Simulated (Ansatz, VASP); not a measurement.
**Cross-check of Pb7F16 (V_Pb) between VASP and Ansatz**

One calculation is typed for both programs; each brings its own data sets. How far apart do they land? The cell is taken from a series of runs on this material, whose earlier steps may have relaxed, scaled, displaced or heated it; both programs get it as it stands.

Program: Ansatz 0.2.0. Level of theory: plane waves, with VASP 6.6.1 beside it; single point at PBE0 form with 29.9 % exact exchange with an exact-exchange share of 0.299. Results are calculated unless marked as measured.

### 1. Starting point

The cell holds 23 atoms: 7 Pb and 16 F. Cell: a = 8.485 Å, b = 8.485 Å, c = 8.485 Å, α = 60.0°, β = 60.0°, γ = 60.0°. It derives from PbF2 (PbF2 (Fm-3m)). Nearest the centre at fractional (0.500, 0.500, 0.500): F19 at 2.84 Å, F21 at 2.85 Å, F15 at 2.85 Å, F12 at 2.85 Å, F8 at 2.85 Å, F23 at 2.85 Å, F16 at 2.85 Å, F10 at 2.85 Å. The cell carries charge −2.

Structure file:

```xyz
23
Lattice="0.0000 5.9997 5.9997 5.9997 0.0000 5.9997 5.9997 5.9997 0.0000" Properties=species:S:1:pos:R:3 pbc="T T T"
Pb    6.0034   11.9976    6.0034
Pb    3.0039    8.9972    6.0023
Pb    3.0034    5.9988    9.0016
Pb    5.9979    3.0020    3.0076
Pb    6.0013    8.9971    3.0035
Pb    8.9953    5.9982    9.0015
Pb    9.0013    8.9967    6.0063
F     4.3543    4.3465    4.3630
F     1.4662    1.4621    1.4604
F     7.6465    7.6425    4.3509
F     4.5428    4.5387    1.4677
F     7.6465    4.3594    7.6475
F     4.5440    1.4572    4.5423
F    10.5407    7.4595    7.4638
F     7.6476    4.3569    4.3567
F     4.3583    7.6472    7.6490
F     1.4611    4.5370    4.5402
F     7.4637   10.5363    7.4615
F     4.3612    7.6450    4.3631
F     7.4663    7.4591   10.5437
F     4.3563    4.3541    7.6398
F    10.5433   10.5380   10.5394
F     7.6450    7.6381    7.6524
```

### 2. VASP: single point, PBE0 form with 29.9 % exact exchange with an exact-exchange share of 0.299

A single point gives forces, pressure and levels at one fixed geometry, so differences don't come from the geometry; what else differs is listed under the comparison.

Lines of VASP's logs that name or quote its potential files are left out, and so is its time.

The run reads the wave functions of an earlier VASP run, which isn't shown here.

The input, INCAR:

```
SYSTEM = Pb7F16
PREC = Accurate
ENCUT = 520
EDIFF = 1E-06
NELM = 100
ISMEAR = -1
SIGMA = 0.01
LREAL = Auto
ALGO = Normal
LHFCALC = .TRUE.
AEXX = 0.299
GGA = PE
LASPH = .TRUE.
NELECT = 212
NBANDS = 131
PRECFOCK = Fast
LORBIT = 11
LWAVE = .FALSE.
LCHARG = .FALSE.
ISIF = 2
```

The input, POSCAR:

```
Pb7F16
1.0
    0.0000000000      5.9997098620      5.9997098620
    5.9997098620      0.0000000000      5.9997098620
    5.9997098620      5.9997098620      0.0000000000
Pb F
7 16
Direct
    0.9998468626      0.0007673013      0.9998434012
    0.9996715873      0.0007518636      0.4999268588
    0.9998033940      0.5005326020      0.0000523323
    0.0009799975      0.5003131491      0.4993785201
    0.4999691632      0.0006304893      0.9996264442
    0.5003959287      0.9999349400      0.4993590369
    0.5001602920      0.5009302559      0.9993590246
    0.3629482708      0.3642519873      0.3614992844
    0.1213648373      0.1220394969      0.1223319916
    0.3622592286      0.3629181071      0.9115529887
    0.1219729322      0.1226633228      0.6345117160
    0.3633801426      0.9112575935      0.3632239175
    0.1212968582      0.6357975450      0.1215732698
    0.3652277951      0.8787964716      0.8780763883
    0.0888390213      0.6373177104      0.6373446207
    0.9115354559      0.3633656614      0.3630545321
    0.6347111815      0.1220284791      0.1214969377
    0.8778906473      0.3657505129      0.8782516226
    0.6372807637      0.0899447193      0.6369516282
    0.8780873419      0.8792787664      0.3651572769
    0.6365032006      0.6368586213      0.0892233022
    0.8778884816      0.8787653936      0.8785338595
    0.6371555174      0.6383070499      0.6359173759
```

The input, KPOINTS:

```
Automatic mesh
0
Gamma
1 1 1
0 0 0
```

The projector-augmented-wave data sets are Pb_d and F (PBE family, release 64).

The run is started by

```sh
$ export OMP_NUM_THREADS=3
$ mpirun -np 1 vasp_gam
```

Numbers of over 12 decimals in the logs are rounded to 6 here.

Output:

```text
[banner, memory and clock lines left out]
running    1 mpi-ranks, on    1 nodes
 distrk:  each k-point on    1 cores,    1 groups
 distr:  one band on    1 cores,    1 groups
 Offloading initialized ...    1 GPUs detected
 POSCAR found type information on POSCAR PbF
 POSCAR found :  2 types and      23 ions
 LDA part: xc-table for (Slater+PW92), standard interpolation
 found WAVECAR, reading the header
 POSCAR, INCAR and KPOINTS ok, starting setup
 FFT: planning ... GRIDC
 FFT: planning ... GRID_SOFT
 FFT: planning ... GRID
 reading WAVECAR
 the WAVECAR file was read successfully
 initial charge from wavefunction
 entering main loop
       N       E                     dE             d eps       ncg     rms          rms(c)
DAV:   1    -0.149261348585E+03   -0.14926E+03   -0.40956E+00   334   0.124E+01    0.224E+00
DAV:   2    -0.149314306397E+03   -0.52958E-01   -0.71340E-01   284   0.242E+00    0.131E+00
DAV:   3    -0.149277236076E+03    0.37070E-01   -0.14870E-01   353   0.136E+00    0.839E-01
DAV:   4    -0.149275843792E+03    0.13923E-02   -0.16546E-02   294   0.457E-01    0.601E-01
DAV:   5    -0.149272241464E+03    0.36023E-02   -0.38386E-03   316   0.290E-01    0.291E-01
DAV:   6    -0.149271470926E+03    0.77054E-03   -0.15453E-03   262   0.159E-01    0.136E-01
DAV:   7    -0.149271222325E+03    0.24860E-03   -0.11714E-04   313   0.587E-02    0.783E-02
DAV:   8    -0.149271138297E+03    0.84028E-04   -0.69597E-05   318   0.366E-02    0.493E-02
DAV:   9    -0.149271125129E+03    0.13168E-04   -0.29186E-05   310   0.225E-02    0.314E-02
DAV:  10    -0.149271123747E+03    0.13815E-05   -0.62315E-06   228   0.118E-02    0.180E-02
DAV:  11    -0.149271125342E+03   -0.15944E-05   -0.27715E-06   214   0.760E-03    0.104E-02
DAV:  12    -0.149271127070E+03   -0.17284E-05   -0.85941E-07   166   0.495E-03    0.630E-03
DAV:  13    -0.149271128321E+03   -0.12511E-05   -0.61156E-07   166   0.401E-03    0.386E-03
DAV:  14    -0.149271129138E+03   -0.81682E-06   -0.32154E-07   158   0.315E-03
   1 F= -.14927113E+03 E0= -.14927113E+03  d E =-.220760E-10
```

From OUTCAR (step 2):

```text
NELECT = 212

 ion  position               nearest neighbor table
   1  1.000  0.001  1.000-  13 2.53  18 2.53  17 2.53  22 2.53   9 2.53  20 2.53  11 2.53  14 2.53

  LATTYP: Found a face centered cubic cell.
 ALAT       =    11.9994197240

 Subroutine GETGRP returns: Found  1 space group operations
 (whereof  1 operations were pure point group operations)

The static configuration has the point symmetry C_1 .

 Found      1 irreducible k-points:

   k-points           NKPTS =      1   k-points in BZ     NKDIM =      1   number of bands    NBANDS=    131

   dimension x,y,z NGX =    64 NGY =   64 NGZ =   64
   dimension x,y,z NGXF=   128 NGYF=  128 NGZF=  128

   ENCUT  =  520.0 eV  38.22 Ry    6.18 a.u.  15.78 15.78 15.78*2*pi/ulx,y,z

 k-points in reciprocal lattice and weights: Automatic mesh
   0.00000000  0.00000000  0.00000000       1.000

  exchange ACFDT corr.  =         0.00000000  see jH, gK, PRB 81, 115126

 average (electrostatic) potential at core
       1 -87.1331       2 -87.1749       3 -87.1756       4 -87.1735       5 -87.1749
       6 -87.1744       7 -87.1741       8 -66.7655       9 -67.3152      10 -66.7658
      11 -67.3127      12 -66.7607      13 -67.3155      14 -67.3149      15 -66.7613
      16 -66.7677      17 -67.3148      18 -67.3149      19 -66.7576      20 -67.3163
      21 -66.7613      22 -67.3154      23 -66.7627

 E-fermi :  -0.6720

 k-point     1 :       0.0000    0.0000    0.0000
  band No.  band energies     occupation
    ...
    102      -1.0718      2.00000
    103      -1.0715      2.00000
    104      -1.0364      2.00000
    105      -0.9180      2.00000
    106      -0.9173      2.00000
    107       6.1920      0.00000
    108       6.1924      0.00000
    109       6.1925      0.00000
    110       6.7599      0.00000
    111       6.7603      0.00000
    ...

  Total       10.0804659     10.0811114     10.0879964     -0.1079315     -0.1067605     -0.0976482
  in kB       37.3912898     37.3936838     37.4192222     -0.4003485     -0.3960049     -0.3622047
  external PRESSURE =      37.4013986 kB  Pullay stress =       0.0000000 kB

  energy-cutoff  :      520.00
  volume of cell :      431.94
      direct lattice vectors                 reciprocal lattice vectors
     0.000000000  5.999709862  5.999709862    -0.083337363  0.083337363  0.083337363
     5.999709862  0.000000000  5.999709862     0.083337363 -0.083337363  0.083337363
     5.999709862  5.999709862  0.000000000     0.083337363  0.083337363 -0.083337363

 POSITION                                       TOTAL-FORCE (eV/Angst)
 -----------------------------------------------------------------------------------
      6.00337     11.99756      6.00339        -0.011286      0.003803     -0.007636
      3.00393      8.99716      6.00225        -0.010765      0.005925     -0.004830
      3.00336      5.99884      9.00158        -0.009790      0.000828     -0.001234
      5.99786      3.00201      3.00761         0.002293     -0.004816     -0.008798
      6.00125      8.99714      3.00345        -0.000480      0.005929     -0.007081
      8.99533      5.99824      9.00155         0.015362      0.001810     -0.004816
      9.00130      8.99668      6.00625         0.002352      0.009386     -0.010030
      4.35430      4.34648      4.36299        -0.053448     -0.059383     -0.058658
      1.46616      1.46211      1.46036        -0.012652     -0.017046     -0.005522
      7.64646      7.64250      4.35085         0.057289      0.056202     -0.053192
      4.54283      4.53869      1.46775         0.013666      0.011492     -0.012072
      7.64652      4.35941      7.64746         0.063534     -0.062058      0.063621
      4.54401      1.45715      4.54235         0.008854     -0.010809      0.011653
     10.54073      7.45946      7.46378         0.010891     -0.012341     -0.010635
      7.64760      4.35689      4.35673         0.058689     -0.060834     -0.055155
      4.35831      7.64717      7.64904        -0.059999      0.056474      0.057701
      1.46108      4.53703      4.54022        -0.009152      0.013391      0.015106
      7.46365     10.53634      7.46149        -0.009405      0.010552     -0.004720
      4.36117      7.64502      4.36314        -0.057816      0.061142     -0.060160
      7.46626      7.45911     10.54369        -0.012786     -0.013722      0.015005
      4.35628      4.35415      7.63980        -0.059158     -0.063584      0.066309
     10.54329     10.53802     10.53941         0.010848      0.011264      0.013727
      7.64498      7.63807      7.65241         0.062959      0.056394      0.061418
 -----------------------------------------------------------------------------------
    total drift:                               -0.034168      0.029410     -0.057726

  FREE ENERGIE OF THE ION-ELECTRON SYSTEM (eV)
  ---------------------------------------------------
  free  energy   TOTEN  =      -149.2711291380 eV

  energy  without entropy=     -149.2711291379  energy(sigma->0) =     -149.27112914

 total charge
# of ion       s       p       d       tot
------------------------------------------
    1        1.617   0.262   9.878  11.757
    2        1.610   0.240   9.872  11.722
    3        1.610   0.240   9.872  11.722
    4        1.610   0.240   9.872  11.722
    5        1.610   0.240   9.872  11.722
    6        1.610   0.240   9.872  11.722
    7        1.610   0.240   9.872  11.722
    8        1.748   4.378   0.000   6.126
    9        1.749   4.382   0.000   6.131
   10        1.748   4.378   0.000   6.126
   11        1.749   4.382   0.000   6.131
   12        1.748   4.378   0.000   6.126
   13        1.749   4.382   0.000   6.131
   14        1.749   4.382   0.000   6.131
   15        1.748   4.378   0.000   6.126
   16        1.748   4.378   0.000   6.126
   17        1.749   4.382   0.000   6.131
   18        1.749   4.382   0.000   6.131
   19        1.748   4.378   0.000   6.126
   20        1.749   4.382   0.000   6.131
   21        1.748   4.378   0.000   6.126
   22        1.749   4.382   0.000   6.131
   23        1.748   4.378   0.000   6.126
--------------------------------------------------
tot         39.249  71.783  69.109 180.140
```

The cell is charged against a uniform background.

The run ends at a pressure of 3.74 GPa, with forces up to 0.11 eV/Å.

(Continued in part 2 of 2.)

[Lines on the potential files, build, host, timing and source positions are cut from VASP's logs without a mark.]

[Logs are printed without paths, hosts, clocks, repeated set-up lines and the standing remarks that a program may print on its own settings, such as how far it seeks lower states.]

[Hosts, paths, dates, database ids (printed as entryN), source tags and the programs' standing remarks are cut or masked in the printed files.]
